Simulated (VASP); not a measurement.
# C in VASP: a series of runs, part 2 of 2

VASP 6.6.1.

## Step 5: Single point, LDA

This run uses another cell than the first one, of 10.97 Å³/atom, 0.512 times its volume.

File INCAR:

```
PREC = Accurate
ENCUT = 400
EDIFF = 1E-7
ISMEAR = 1
SIGMA = 0.1
LREAL = F
LASPH = T
NELM = 120
ALGO = Normal
ISIF = 2
LWAVE = F
LCHARG = F
LDIPOL = T
IDIPOL = 3
DIPOL = 0.5 0.5 0.500
GGA = CA
NBANDS = 32
LVHAR = T
LVACPOTAV = T
```

File KPOINTS:

```
regular mesh
0
Gamma
  10 10 1
```

File POSCAR:

```
C
1.0
    2.4560959400      0.0000000000      0.0000000000
   -1.2280479700      2.1270618200      0.0000000000
    0.0000000000      0.0000000000     16.8049153298
C
8
Direct
    0.5833794600      0.1667589200      0.1785191976
    0.9166205400      0.8332410800      0.1785191976
    0.0833794600      0.1667589200      0.3946254676
    0.4166205400      0.8332410800      0.3946254676
    0.5833794600      0.1667589200      0.6053745324
    0.9166205400      0.8332410800      0.6053745324
    0.0833794600      0.1667589200      0.8214808024
    0.4166205400      0.8332410800      0.8214808024
```

Run with:

```console
> cat potpaw_LDA.64/C/POTCAR > POTCAR
> mpirun -np 1 vasp_std > vasp.out
```

Run time: 62 s. Hardware: 1 thread of AMD EPYC 7R13 (Zen 3), shared host; peak memory 0.13 GiB.

These settings aren't checked as converged: the numbers below hold their error.

What came out:

```
Free energy            : -80.9087 eV
Largest force          : 0.026 eV/Å
Band gap on the k mesh : 1.38 eV, indirect (least direct gap 1.44 eV)
```

Caveat: the cutoff is under 1.25 times the usual one of these potentials, so pressure, stress and relaxed cells hold a basis-set (Pulay) error.

## Step 6: Single point, LDA

This run uses another cell than the first one, of 10.97 Å³/atom, 0.512 times its volume.

INCAR, as its differences from that of step 5:

```diff
@@ -12,5 +12,2 @@
 LCHARG = F
-LDIPOL = T
-IDIPOL = 3
-DIPOL = 0.5 0.5 0.500
 GGA = CA
@@ -19 +16,2 @@
 LVACPOTAV = T
+IDIPOL = 3
```

File KPOINTS:

```
regular mesh
0
Gamma
  12 12 1
```

POSCAR is that of step 5.

Potentials or basis: VASP PAW LDA potentials, release 64 (C).

Run with:

```console
> cat potpaw_LDA.64/C/POTCAR > POTCAR
> mpirun -np 1 vasp_std > vasp.out
```

OUTCAR:

```text
PREC = Accurate
   ENCUT = 400
   EDIFF = 1E-7
   ISMEAR = 1
   LREAL = F
   LASPH = T
   NELM = 120
   ISIF = 2
   GGA = CA

 Found     43 irreducible k-points:

 Following reciprocal coordinates:
            Coordinates               Weight
  0.000000  0.000000  0.000000      1.000000
  0.083333  0.000000  0.000000      4.000000
  0.000000  0.083333  0.000000      2.000000
  0.166667  0.000000  0.000000      4.000000
  0.000000  0.166667  0.000000      2.000000
  0.250000  0.000000  0.000000      4.000000
   k-points           NKPTS =     43   k-points in BZ     NKDIM =     43   number of bands    NBANDS=     32
   number of dos      NEDOS =    301   number of ions     NIONS =      8
   total plane-waves  NPLWV =  28672
   dimension x,y,z NGX =    16 NGY =   16 NGZ =  112
   dimension x,y,z NGXF=    32 NGYF=   32 NGZF=  224
   ions per type =               8
   NGX,Y,Z   is equivalent  to a cutoff of  10.83, 10.83, 11.08 a.u.
   NGXF,Y,Z  is equivalent  to a cutoff of  21.66, 21.66, 22.16 a.u.
 SYSTEM =  unknown system
   PREC   = accura    normal or accurate (medium, high low for compatibility)
   ISTART =      0    job   : 0-new  1-cont  2-samecut
   ICHARG =      2    charge: 1-file 2-atom 10-const
   ISPIN  =      1    spin polarized calculation?
   LNONCOLLINEAR =      F non collinear calculations
   LSORBIT =      F    spin-orbit coupling
   LASPH  =      T    aspherical Exc in radial PAW
   ENCUT  =  400.0 eV  29.40 Ry    5.42 a.u.   4.01  4.01 27.40*2*pi/ulx,y,z
   NELM   =    120;   NELMIN=  2; NELMDL= -5     # of ELM steps
   EDIFF  = 0.1E-06   stopping-criterion for ELM
   LREAL  =      F    real-space projection
   EDIFFG = 0.1E-05   stopping-criterion for IOM
   NSW    =      0    number of steps for IOM
   IBRION =     -1    ionic relax: 0-MD 1-quasi-New 2-CG
   NFREE  =      0    steps in history (QN), initial steepest desc. (CG)
   ISIF   =      2    stress and relaxation
   ISYM   =      2    0-nonsym 1-usesym 2-fastsym
   POTIM  = 0.5000    time-step for ionic-motion
   TEBEG  =    0.0;   TEEND  =   0.0 temperature during run
   PSTRESS=    0.0 pullay stress
   NELECT =      32.0000    total number of electrons
   NUPDOWN=      -1.0000    fix difference up-down
[... 16 lines left out ...]
   LEPSILON=     F    determine dielectric tensor
   LRPA    =     F    only Hartree local field effects (RPA)
 non-spin polarized calculation
 Methfessel and Paxton  Order N= 1 SIGMA  =   0.10
  energy-cutoff  :      400.00
  volume of cell :       87.79
 maximum number of plane-waves:      1617
   NGX =  9   NGY =  9   NGZ = 55

 number of electron      32.0000003 magnetization

 Free energy of the ion-electron system (eV)
  ---------------------------------------------------
  ext. energy  EPLUGINS =         0.00000000
  ---------------------------------------------------
  free energy    TOTEN  =       -80.87789198 eV

  energy without entropy =      -80.87815182  energy(sigma->0) =      -80.87797859

 E-fermi :   2.7996     XC(G=0):  -9.1407

 val. band max:        2.7577294240   @ k =   0.3333   0.3333   0.0000
 cond. band min:       2.8412368187   @ k =   0.3333   0.3333   0.0000
 fundamental gap:      0.0835073948
 Fermi energy:         2.7995925710

 k-point     1 :       0.0000    0.0000    0.0000
  band No.  band energies     occupation
      1     -16.6597      2.00000
      2     -16.6136      2.00000
      3     -16.5662      2.00000
      4     -16.5076      2.00000
      5      -5.4850      2.00000
      6      -5.1206      2.00000
[... 175 lines left out ...]
     27      11.0186      0.00000
     28      12.0779      0.00000

 [... further k-points ...]

 [bands above 28 left out]

------------------------ aborting loop because EDIFF is reached ----------------------------------------

 dipolmoment           0.000000      0.000000     -0.000000 electrons x Angstroem

  FORCE on cell =-STRESS in cart. coord.  units (eV):
  Direction    XX          YY          ZZ          XY          YZ          ZX
  --------------------------------------------------------------------------------------
  -------------------------------------------------------------------------------------
  Total       -2.6964015     -2.7643470     -1.5054008      0.0000000     -0.0000000      0.0000000
  in kB      -49.2077354    -50.4477003    -27.4726746      0.0000000     -0.0000000      0.0000000
  external PRESSURE =     -42.3760368 kB  Pullay stress =       0.0000000 kB

 VOLUME and BASIS-vectors are now :
 -----------------------------------------------------------------------------
  energy-cutoff  :      400.00
  volume of cell :       87.79
      direct lattice vectors                 reciprocal lattice vectors
     2.456095940  0.000000000  0.000000000     0.407150219  0.235066041  0.000000000
    -1.228047970  2.127061820  0.000000000     0.000000000  0.470132081  0.000000000
     0.000000000  0.000000000 16.804915330     0.000000000  0.000000000  0.059506399

 POSITION                                       TOTAL-FORCE (eV/Angst)
 -----------------------------------------------------------------------------------
      1.22805      0.35471      3.00000         0.000000     -0.024475      0.022665
      1.22805      1.77236      3.00000        -0.000000      0.024475      0.022665
      0.00000      0.35471      6.63165         0.000000     -0.027583     -0.005812
     -0.00000      1.77236      6.63165        -0.000000      0.027583     -0.005812
      1.22805      0.35471     10.17327         0.000000     -0.027583      0.005812
      1.22805      1.77236     10.17327        -0.000000      0.027583      0.005812
      0.00000      0.35471     13.80492         0.000000     -0.024475     -0.022665
     -0.00000      1.77236     13.80492        -0.000000      0.024475     -0.022665
 -----------------------------------------------------------------------------------
    total drift:                               -0.000000      0.000000      0.000000

  FREE ENERGIE OF THE ION-ELECTRON SYSTEM (eV)
  ---------------------------------------------------
  free  energy   TOTEN  =       -80.8778919821 eV

  energy  without entropy=      -80.8781518181  energy(sigma->0) =      -80.87797859
```

OSZICAR:

```text
N       E                     dE             d eps       ncg     rms          rms(c)
DAV:   1     0.759431812520E+02    0.75943E+02   -0.13050E+04  2752   0.739E+02
DAV:   2    -0.788209673924E+02   -0.15476E+03   -0.14504E+03  3640   0.192E+02
DAV:   3    -0.864717620025E+02   -0.76508E+01   -0.75815E+01  3528   0.394E+01
DAV:   4    -0.865785688455E+02   -0.10681E+00   -0.10670E+00  3784   0.546E+00
DAV:   5    -0.865813228337E+02   -0.27540E-02   -0.27487E-02  3624   0.803E-01    0.132E+01
DAV:   6    -0.822865090391E+02    0.42948E+01   -0.31290E+00  3184   0.753E+00    0.758E+00
DAV:   7    -0.808813755055E+02    0.14051E+01   -0.38857E+00  3368   0.852E+00    0.200E+00
DAV:   8    -0.808806929935E+02    0.68251E-03   -0.24217E-01  3232   0.199E+00    0.469E-01
DAV:   9    -0.808767975842E+02    0.38954E-02   -0.67341E-03  3520   0.387E-01    0.196E-01
DAV:  10    -0.808772365207E+02   -0.43894E-03   -0.25927E-03  3216   0.206E-01    0.111E-01
DAV:  11    -0.808776299853E+02   -0.39346E-03   -0.25851E-04  3248   0.630E-02    0.509E-02
DAV:  12    -0.808778610504E+02   -0.23107E-03   -0.94450E-05  3160   0.394E-02    0.128E-02
DAV:  13    -0.808778898367E+02   -0.28786E-04   -0.16264E-05  3408   0.170E-02    0.665E-03
DAV:  14    -0.808778919918E+02   -0.21551E-05   -0.12139E-06  3368   0.494E-03    0.486E-03
DAV:  15    -0.808778919821E+02    0.97475E-08   -0.15273E-07  2920   0.190E-03
   1 F= -.80877892E+02 E0= -.80877979E+02  d E =0.259836E-03
```

stdout:

```text
POSCAR found type information on POSCAR C
 POSCAR found :  1 types and       8 ions
 scaLAPACK will be used
 LDA part: xc-table for (Slater(with rela. corr.)+CA(PZ))
 , standard interpolation
 POSCAR, INCAR and KPOINTS ok, starting setup
 FFT: planning ... GRIDC
 FFT: planning ... GRID_SOFT
 FFT: planning ... GRID
 WAVECAR not read
 entering main loop
```

It took 70 s on 1 thread of AMD EPYC 7R13 (Zen 3), shared host; peak memory 0.14 GiB.

The run converged, but some of its settings lie outside the range that counts as converged, so its numbers aren't taken as properties of the slab.

What came out:

| Quantity | Value |
| --- | --- |
| Free energy | -80.8779 eV |
| Largest force | 0.033 eV/Å |
| Band gap on the k mesh | 0.08 eV, direct |

Caveat: the cutoff is under 1.25 times the usual one of these potentials, so pressure, stress and relaxed cells hold a basis-set (Pulay) error.
